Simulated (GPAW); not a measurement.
# Pt (P6_3/mmc) in GPAW: a series of runs, part 2 of 2

GPAW 26.7.0. The steps go on from the part before.

### 3 Relaxation of cell and atoms, PBEsol, target pressure 2 GPa, at which the enthalpy is minimised

Input file run.py:

```python
from ase import Atoms
from ase.filters import FrechetCellFilter
from ase.io import write
from ase.optimize import BFGS
from ase.units import GPa
from gpaw import GPAW, PW, setup_paths

setup_paths.insert(0, '.')

atoms = Atoms(['Pt', 'Pt'],
              cell=[[2.7606656158, 0.0, 0.0],
                    [-1.3803328079, 2.3908065546, 0.0],
                    [0.0, 0.0, 4.792134]],
              scaled_positions=[[0.3333333333, 0.6666666667, 0.25],
                                [0.6666666667, 0.3333333333, 0.75]],
              pbc=True)

calc = GPAW(mode=PW(600),
            xc='PBEsol',
            kpts={'size': (8, 8, 4), 'gamma': True},
            occupations={'name': 'fermi-dirac', 'width': 0.05},
            nbands=29,
            convergence={'density': 1e-05, 'forces': 0.0001},
            maxiter=150,
            txt='gpaw.txt')
atoms.calc = calc
opt = BFGS(FrechetCellFilter(atoms, scalar_pressure=2 * GPa), trajectory='relax.traj', logfile='-')
done = opt.run(fmax=0.02, steps=60)
calc.write('gs.gpw')
write('result.traj', atoms)
print('Converged:', done)
print('Cell:', atoms.cell.cellpar().round(4))
print('Volume:', round(atoms.get_volume(), 4))
print(atoms.get_scaled_positions().round(5))
```

Potentials or basis: PAW data sets generated in the run's folder for this functional, pw.

Started as:

```
gpaw-setup -f PBEsol Pt
OMP_NUM_THREADS=1 python run.py
```

gpaw.txt:

```text
__  _  _
 | _ |_)|_||  |
 |__||  | ||/\| - 26.7.0

Input parameters:
  mode=PW(ecut=600.0),
  convergence={'density': 1e-05, 'forces': 0.0001},
  kpts=MonkhorstPack(size=(8, 8, 4), gamma=True),
  maxiter=150,
  nbands=29,
  occupations=Occupations(name='fermi-dirac', width=0.05),
  xc=XC(name='PBEsol')

Diagonalizing LCAO Hamiltonian
Converting LCAO to pw mode

          Pt

        Pt

Atoms  # Å, Bohr magnetons
|   | symbol |         x |        y |        z |    initial magnetic moments |
|---|--------|-----------|----------|----------|-----------------------------|
| 0 |     Pt | -0.000000 | 1.593871 | 1.198033 | ( 0.0000,  0.0000,  0.0000) |
| 1 |     Pt |  1.380333 | 0.796936 | 3.594100 | ( 0.0000,  0.0000,  0.0000) |

Unit cell  # Å
| periodic |         x |        y |        z |  lengths |     angles |
|----------|-----------|----------|----------|----------|------------|
|      yes |  2.760666 | 0.000000 | 0.000000 | 2.760666 |  90.000000 |
|      yes | -1.380333 | 2.390807 | 0.000000 | 2.760666 |  90.000000 |
|      yes |  0.000000 | 0.000000 | 4.792134 | 4.792134 | 120.000000 |

Number of symmetries: 12
Symmetry operations  # r_c * U_cc + t_c -> r_c
|    | kind |            matrix            |
|----|------|------------------------------|
|  0 |  σ   |  1, 1, 0,  0,-1, 0,  0, 0, 1 |
|  1 |  S6  |  1, 1, 0, -1, 0, 0,  0, 0,-1 |
|  2 |  E   |  1, 0, 0,  0, 1, 0,  0, 0, 1 |
|  3 |  C2  |  1, 0, 0, -1,-1, 0,  0, 0,-1 |
|  4 |  C2  |  0, 1, 0,  1, 0, 0,  0, 0,-1 |
|  5 |  C3  |  0, 1, 0, -1,-1, 0,  0, 0, 1 |
|  6 |  S6  |  0,-1, 0,  1, 1, 0,  0, 0,-1 |
|  7 |  σ   |  0,-1, 0, -1, 0, 0,  0, 0, 1 |
|  8 |  σ   | -1, 0, 0,  1, 1, 0,  0, 0, 1 |
[... 170 lines left out ...]
No gap
No difference between direct/indirect transitions

Stress tensor  # eV/Ang^3
|         x |         y |        z |
|-----------|-----------|----------|
|  0.059628 | -0.000000 | 0.000000 |
| -0.000000 |  0.059628 | 0.000000 |
|  0.000000 |  0.000000 | 0.078327 |

Forces  # eV/Ang
|        x |        y |        z |
|----------|----------|----------|
|  0.00000 |  0.00000 |  0.00000 |  # Pt   0
| -0.00000 | -0.00000 | -0.00000 |  # Pt   1
[... 205 lines left out ...]
Stress tensor  # eV/Ang^3
|        x |        y |        z |
|----------|----------|----------|
| 0.019058 | 0.000000 | 0.000000 |
| 0.000000 | 0.019058 | 0.000000 |
| 0.000000 | 0.000000 | 0.043001 |

Forces  # eV/Ang
|        x |       y |        z |
|----------|---------|----------|
| -0.00000 | 0.00000 | -0.00004 |  # Pt   0
| -0.00000 | 0.00000 |  0.00004 |  # Pt   1

Interpolating wave functions to new cell

          Pt
[... 437 lines left out ...]
Atoms  # Å, Bohr magnetons
|   | symbol |         x |        y |        z |    initial magnetic moments |
|---|--------|-----------|----------|----------|-----------------------------|
| 0 |     Pt | -0.000000 | 1.579075 | 1.159686 | ( 0.0000,  0.0000,  0.0000) |
| 1 |     Pt |  1.367519 | 0.789538 | 3.479062 | ( 0.0000,  0.0000,  0.0000) |

Unit cell  # Å
| periodic |         x |        y |        z |  lengths |     angles |
|----------|-----------|----------|----------|----------|------------|
|      yes |  2.735039 | 0.000000 | 0.000000 | 2.735039 |  90.000000 |
|      yes | -1.367519 | 2.368613 | 0.000000 | 2.735039 |  90.000000 |
|      yes |  0.000000 | 0.000000 | 4.638748 | 4.638748 | 120.000000 |

Number of symmetries: 12
Symmetry operations  # r_c * U_cc + t_c -> r_c
|    | kind |            matrix            |
|----|------|------------------------------|
|  0 |  σ   |  1, 1, 0,  0,-1, 0,  0, 0, 1 |
|  1 |  S6  |  1, 1, 0, -1, 0, 0,  0, 0,-1 |
|  2 |  E   |  1, 0, 0,  0, 1, 0,  0, 0, 1 |
|  3 |  C2  |  1, 0, 0, -1,-1, 0,  0, 0,-1 |
|  4 |  C2  |  0, 1, 0,  1, 0, 0,  0, 0,-1 |
|  5 |  C3  |  0, 1, 0, -1,-1, 0,  0, 0, 1 |
|  6 |  S6  |  0,-1, 0,  1, 1, 0,  0, 0,-1 |
|  7 |  σ   |  0,-1, 0, -1, 0, 0,  0, 0, 1 |
|  8 |  σ   | -1, 0, 0,  1, 1, 0,  0, 0, 1 |
[... 171 lines left out ...]
Stress tensor  # eV/Ang^3
|         x |         y |         z |
|-----------|-----------|-----------|
| -0.012061 |  0.000000 |  0.000000 |
|  0.000000 | -0.012061 |  0.000000 |
|  0.000000 |  0.000000 | -0.010718 |

Forces  # eV/Ang
|        x |       y |        z |
|----------|---------|----------|
| -0.00000 | 0.00000 |  0.00002 |  # Pt   0
|  0.00000 | 0.00000 | -0.00002 |  # Pt   1

Interpolating wave functions to new cell

          Pt

        Pt

Atoms  # Å, Bohr magnetons
|   | symbol |         x |        y |        z |    initial magnetic moments |
|---|--------|-----------|----------|----------|-----------------------------|
| 0 |     Pt | -0.000000 | 1.579348 | 1.158742 | ( 0.0000,  0.0000,  0.0000) |
| 1 |     Pt |  1.367756 | 0.789674 | 3.476231 | ( 0.0000,  0.0000,  0.0000) |

Unit cell  # Å
| periodic |         x |         y |        z |  lengths |     angles |
|----------|-----------|-----------|----------|----------|------------|
|      yes |  2.735512 | -0.000000 | 0.000000 | 2.735512 |  90.000000 |
|      yes | -1.367756 |  2.369023 | 0.000000 | 2.735512 |  90.000000 |
|      yes |  0.000000 |  0.000000 | 4.634973 | 4.634973 | 120.000000 |

Number of symmetries: 12
Symmetry operations  # r_c * U_cc + t_c -> r_c
|    | kind |            matrix            |
|----|------|------------------------------|
|  0 |  σ   |  1, 1, 0,  0,-1, 0,  0, 0, 1 |
|  1 |  S6  |  1, 1, 0, -1, 0, 0,  0, 0,-1 |
|  2 |  E   |  1, 0, 0,  0, 1, 0,  0, 0, 1 |
|  3 |  C2  |  1, 0, 0, -1,-1, 0,  0, 0,-1 |
|  4 |  C2  |  0, 1, 0,  1, 0, 0,  0, 0,-1 |
|  5 |  C3  |  0, 1, 0, -1,-1, 0,  0, 0, 1 |
|  6 |  S6  |  0,-1, 0,  1, 1, 0,  0, 0,-1 |
|  7 |  σ   |  0,-1, 0, -1, 0, 0,  0, 0, 1 |
|  8 |  σ   | -1, 0, 0,  1, 1, 0,  0, 0, 1 |
[... 176 lines left out ...]
Forces  # eV/Ang
|        x |        y |        z |
|----------|----------|----------|
|  0.00000 | -0.00000 | -0.00002 |  # Pt   0
| -0.00000 |  0.00000 |  0.00002 |  # Pt   1

# Writing to gs.gpw (mode='')
```

stdout:

```text
Step          Energy          fmax
BFGS:    0      -14.003813        1.436123
BFGS:    1      -14.053866        0.854467
BFGS:    2      -14.070747        0.204311
BFGS:    3      -14.072048        0.165841
BFGS:    4      -14.074975        0.026526
BFGS:    5      -14.074992        0.002228
Converged: True
Cell: [  2.7355   2.7355   4.635   90.      90.     120.    ]
Volume: 30.0369
[[0.33333 0.66667 0.25   ]
 [0.66667 0.33333 0.75   ]]
```

Wall time 39 s (1 thread of AMD EPYC 9R45 (Zen 5), shared host); peak memory 0.25 GiB.

What came out:

- Free energy: -14.4499 eV
- Relaxed volume: 15.02 Å³/atom
- Relaxed cell: a = 2.736 Å, b = 2.736 Å, c = 4.635 Å, α = 90.00°, β = 90.00°, γ = 120.00°
- Space group after relaxing (to 0.05 Å): P6_3/mmc (No. 194)
- Energy change on relaxing (the enthalpy is what falls): -26.0 meV/atom
- Ionic steps: 6
- Pressure after relaxing: 2.0 GPa
- Band gap on the k mesh: none (metal or under the smearing width)

Step by step:
```tsv
step	energy change (eV)	largest force (eV/Å)	pressure (GPa)	volume (Å³)
1	0.0000	0.0000	-10.55	31.63
2	-0.0403	0.0000	-4.33	30.80
3	-0.0475	0.0000	2.87	29.98
4	-0.0492	0.0000	2.43	30.02
5	-0.0522	0.0000	1.86	30.05
6	-0.0521	0.0000	1.98	30.04
```

Final structure:
```cif
data_structure
_symmetry_space_group_name_H-M 'P 1'
_symmetry_Int_Tables_number 1
_cell_length_a 2.7355
_cell_length_b 2.7355
_cell_length_c 4.6350
_cell_angle_alpha 90.000
_cell_angle_beta 90.000
_cell_angle_gamma 120.000
_cell_volume 30.04
loop_
_atom_site_label
_atom_site_type_symbol
_atom_site_fract_x
_atom_site_fract_y
_atom_site_fract_z
_atom_site_occupancy
Pt1 Pt 0.33333 0.66667 0.25000 1
Pt2 Pt 0.66667 0.33333 0.75000 1
```

Caveat: later steps reuse the first step's grids. Spin-orbit coupling is left out, which matters for the levels of Pt.
